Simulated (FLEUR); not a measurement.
# Nd (P6_3/mmc) in FLEUR: single point with PBE

Aim: the single point of Nd with PBE.

Program: FLEUR MaX-R8.1 (later development tree). These are calculated values, not measurements. Logs are shortened: lines on timing, memory, paths and dates and some standing lists are left out, and cuts for length are marked.

**1. The crystal as given**

It takes space group P6_3/mmc (No. 194, hexagonal). Conventional cell: a = 3.657 Å, b = 3.657 Å, c = 5.902 Å, α = 90.00°, β = 90.00°, γ = 120.00°. Nd (site symmetry -6m2) is surrounded by 12 Nd at 3.63 to 3.66 Å.

This isn't the form of Nd at room conditions, which is double hcp.

**2. Single point, PBE, collinear spin, ferromagnetic start**

The input, inp.xml:

```xml
<?xml version="1.0" encoding="UTF-8" standalone="no"?>
<fleurInput fleurInputVersion="0.39">
   <comment>
      Nd                                                                                                  
   </comment>
   <calculationSetup>
      <cutoffs Kmax="4.1" Gmax="12.7" GmaxXC="12.7" numbands="0"/>
      <scfLoop itmax="60" minDistance="0.00001" maxIterBroyd="15" imix="Anderson" alpha="0.05" precondParam="0.0" spinf="2.0" sdNocoIR="T"/>
      <coreElectrons ctail="T" frcor="F" kcrel="0" coretail_lmax="0"/>
      <xcFunctional name="pbe" relativisticCorrections="F"/>
      <magnetism jspins="2"/>
      <soc l_soc="F" theta="0.0" phi="0.0" spav="F"/>
      <expertModes spex="0" secvar="F"/>
      <geometryOptimization l_f="T" forcealpha="1.0" forcemix="BFGS" epsdisp="0.0005" epsforce="0.0002"/>
      <ldaU l_linMix="F" mixParam="0.05" spinf="1.0"/>
   </calculationSetup>
   <cell>
      <bzIntegration valenceElectrons="28.0" mode="hist" fermiSmearingEnergy="0.00183747">
         <kPointListSelection listName="default-1"/>
         <!-- k-points included here -->
         <xi:include xmlns:xi="http://www.w3.org/2001/XInclude" href="kpts.xml"> </xi:include>
      </bzIntegration>
      <!-- symmetry operations included here -->
      <xi:include xmlns:xi="http://www.w3.org/2001/XInclude" href="sym.xml"> </xi:include>
      <bulkLattice scale="1.0">
         <bravaisMatrix>
            <row-1>    6.9107284376621996     0.0000000000000000     0.0000000000000000</row-1>
            <row-2>   -3.4553642188310998     5.9848663855960016     0.0000000000000000</row-2>
            <row-3>    0.0000000000000000     0.0000000000000000    11.1531635873891997</row-3>
         </bravaisMatrix>
      </bulkLattice>
   </cell>
   <atomSpecies>
      <species name="Neodymium 4.500" element="Nd" atomicNumber="60">
         <mtSphere radius="2.66" gridPoints="879" logIncrement="0.015"/>
         <atomicCutoffs lmax="10" lnonsphr="10"/>
         <electronConfig flipSpins="F">
            <coreConfig>(1s1/2) (2s1/2) (2p1/2) (2p3/2) (3s1/2) (3p1/2) (3p3/2) (4s1/2) (3d3/2) (3d5/2) (4p1/2) (4p3/2) (4d3/2) (4d5/2)</coreConfig>
            <valenceConfig>(5s1/2) (5p1/2) (5p3/2) (6s1/2) (4f5/2) (4f7/2)</valenceConfig>
            <stateOccupation state="(4f5/2)" spinUp="1.7142857142857" spinDown="0.0"/>
            <stateOccupation state="(4f7/2)" spinUp="2.2857142857143" spinDown="0.0"/>
         </electronConfig>
         <energyParameters s="6" p="5" d="5" f="4"/>
         <lo type="SCLO" l="0" n="5" eDeriv="0"/>
         <lo type="HELO" l="1" n="6" eDeriv="0"/>
         <lo type="HELO" l="1" n="6" eDeriv="1"/>
         <lo type="SCLO" l="2" n="5" eDeriv="2"/>
         <lo type="SCLO" l="3" n="4" eDeriv="2"/>
      </species>
   </atomSpecies>
   <atomGroups>
      <atomGroup species="Neodymium 4.500">
         <relPos label="                   1">-1.000/3.000 1.000/3.000 -1.000/4.000</relPos>
         <relPos label="                   2">1.000/3.000 -1.000/3.000 1.000/4.000</relPos>
         <force calculate="T" relaxXYZ="TTT"/>
      </atomGroup>
   </atomGroups>
   <output dos="F" band="F" slice="F">
      <checks vchk="F" cdinf="F"/>
      <bandDOS minEnergy="-.5*Htr" maxEnergy="0.5*Htr" sigma="0.015" storeEVData="T"/>
      <vacuumDOS vacdos="F" integ="F" star="F" nstars="0" locx1="0.0" locy1="0.0" locx2="0.0" locy2="0.0" nstm="0" tworkf="0.0"/>
      <unfoldingBand unfoldBand="F" supercellX="1" supercellY="1" supercellZ="1"/>
      <plotting iplot="0" polar="F">
         <plot TwoD="T" vec1="  1.0  0.0  0.0" vec2="  0.0  1.0  0.0" vec3="  0.0  0.0  1.0" zero="  0.0  0.0  0.0" file="plot"/>
      </plotting>
      <chargeDensitySlicing numkpt="0" minEigenval="0.0" maxEigenval="0.0" nnne="0" pallst="F"/>
      <specialOutput eonly="F"/>
      <moessbauerParams electricFieldGradient="T" isomerShift="T" coreHyperfine="T" valenceHyperfine="T"/>
      <magneticCircularDichroism mcd="F" energyLo="-10.0" energyUp="0.0"/>
   </output>
  <!-- We include the file relax.xml here to enable relaxations (see documentation) -->
  <xi:include xmlns:xi="http://www.w3.org/2001/XInclude" href="relax.xml"> <xi:fallback/> </xi:include>
</fleurInput>
```

The input, crystal.txt:

```
Nd
&input cartesian=F /
3.6570000000  0.0000000000  0.0000000000
-1.8285000000  3.1670549016  0.0000000000
0.0000000000  0.0000000000  5.9020000000
1.8897261246
1.0 1.0 1.0

2
60 0.6666666666  0.3333333332  0.7500000000 : 4.500
60 0.3333333332  0.6666666666  0.2500000000 : 4.500

&kpt div1=8 div2=8 div3=5 gamma=T /
```

Potentials or basis: all-electron, FLAPW.

Run with:

```sh
$ inpgen -f crystal.txt -profile fastHighL
$ # inp.xml edited to the form shown
$ fleur_MPI
```

Log:

```text
Welcome to FLEUR        (www.flapw.de)
      MaX-Release 8.1          (www.max-centre.eu)

 ========== k-point set info ==========
 Selected k-point list: default-1
 k-point list type: mesh
 8 x 8 x 5
 Number of k points: 30

 ------------Calculation Setup---------------------------
 Number of MPI-tasks      :            1
 Number of PE/node        :            1
 Number of OMP-threads    :            1
 Most efficient MPI parallelization for:
           1           2           3           5           6          10          15          30
 Additional eigenvalue parallelization possible
 Number of basis functions:          622
 Approximate size of matrices (H+S) per k-point:         0.006 GB
 --------------------------------------------------------
 Iteration:     1   Distance:      76.93394576 me/bohr^3
 Iteration:     2   Distance:      36.96323248 me/bohr^3
 Iteration:     3   Distance:      16.88426096 me/bohr^3
 Iteration:     4   Distance:      20.21762570 me/bohr^3
 Iteration:     5   Distance:      25.58266646 me/bohr^3
 Iteration:     6   Distance:       7.54683606 me/bohr^3
 Iteration:     7   Distance:       8.20943034 me/bohr^3
 Iteration:     8   Distance:       8.12551476 me/bohr^3
 Iteration:     9   Distance:       6.95024031 me/bohr^3
 Iteration:    10   Distance:       4.69712387 me/bohr^3
[... 35 lines left out ...]
 Iteration:    46   Distance:       0.00025134 me/bohr^3
 Iteration:    47   Distance:       0.00022530 me/bohr^3
 Iteration:    48   Distance:       0.00016710 me/bohr^3
 Iteration:    49   Distance:       0.00015855 me/bohr^3
 Iteration:    50   Distance:       0.00020966 me/bohr^3
 Iteration:    51   Distance:       0.00013685 me/bohr^3
 Iteration:    52   Distance:       0.00005139 me/bohr^3
 Iteration:    53   Distance:       0.00001845 me/bohr^3
 Iteration:    54   Distance:       0.00001718 me/bohr^3
 Iteration:    55   Distance:       0.00000629 me/bohr^3

 ********************************************************************
 Run finished successfully
 Stop message:
   Structural relaxation: Done
 ********************************************************************
```

It took 4.1 min on 1 thread of AMD EPYC 9R45 (Zen 5), shared host; peak memory 0.1 GiB.

Results:

```
Free energy                                           : -524094.3745 eV
Band gap on the k mesh                                : none (metal or under the smearing width)
Net moment                                            : 8.13 μB per cell
Site moments                                          : Nd +3.57 μB
Valence electrons inside the program's atomic spheres : Nd 11.66 (radii Nd 2.66 bohr)
```

Core levels (eV from the Fermi level):
| atom | levels |
| --- | --- |
| 1 Nd | 1s1/2 -43361.0, 2s1/2 -7008.5, 2p1/2 -6629.8, 2p3/2 -6109.7, 3s1/2 -1519.8, 3p1/2 -1358.2, 3p3/2 -1254.5, 4s1/2 -301.9, 3d3/2 -973.1, 3d5/2 -950.7, 4p1/2 -240.9, 4p3/2 -218.3, 4d3/2 -118.0, 4d5/2 -114.0 |
| 2 Nd | 1s1/2 -43361.0, 2s1/2 -7008.5, 2p1/2 -6629.8, 2p3/2 -6109.7, 3s1/2 -1519.8, 3p1/2 -1358.2, 3p3/2 -1254.5, 4s1/2 -301.9, 3d3/2 -973.1, 3d5/2 -950.7, 4p1/2 -240.9, 4p3/2 -218.3, 4d3/2 -118.0, 4d5/2 -114.0 |

Caveat: the magnetic or orbital state may not be the lowest; spin-orbit coupling is left out, which moves the levels of the heavy elements. The state reached can hang on the start; a lower one may exist.
